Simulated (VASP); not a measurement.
Input of a VASP 6.6.1 run:

Contents of INCAR:

```
ALGO = Fast
EDIFF = 1E-7
ENCUT = 520
GGA = PE
ISIF = 2
ISMEAR = 0
ISPIN = 2
LASPH = True
LCHARG = False
LDAU = True
LDAUJ = 0 0
LDAUL = 2 -1
LDAUPRINT = 1
LDAUTYPE = 2
LDAUU = 7 0
LMAXMIX = 4
LORBIT = 11
LREAL = False
LWAVE = False
MAGMOM = 2 -2 0 0
NELM = 100
PREC = Accurate
SIGMA = 0.05
```

Contents of KPOINTS:

```
k-points
0
Gamma
  5 5 7
```

The input POSCAR:

```
CoO
1.0
    2.5705263100      2.5705263100      0.0000000000
   -2.5705263100      2.5705263100      0.0000000000
    0.0000000000      0.0000000000      2.5705263100
Co O
2 2
Direct
    0.0000000000      0.0000000000      0.0000000000
    0.5000000000      0.5000000000      0.0000000000
    0.5000000000      0.0000000000      0.5000000000
    0.0000000000      0.5000000000      0.5000000000
```

Potentials or basis: VASP PAW PBE potentials, release 64 (Co, O).

Command:

```sh
$ cat potpaw_PBE.64/Co/POTCAR potpaw_PBE.64/O/POTCAR > POTCAR
$ mpirun -np 1 vasp_std > vasp.out
```

**Question.** Estimate the band gap on the k mesh.

**Answer.** 2.46 eV.

**Question.** Predict the site moments.

**Answer.** Co +2.83, -2.83; O +0.00 μB.

Stress tensor (GPa, compression positive):
```
15.98  0.00  0.00
 0.00 15.98  0.00
 0.00  0.00 16.30
```

Caveat: an odd mesh through Γ misses points on the zone boundary, where band edges often lie.
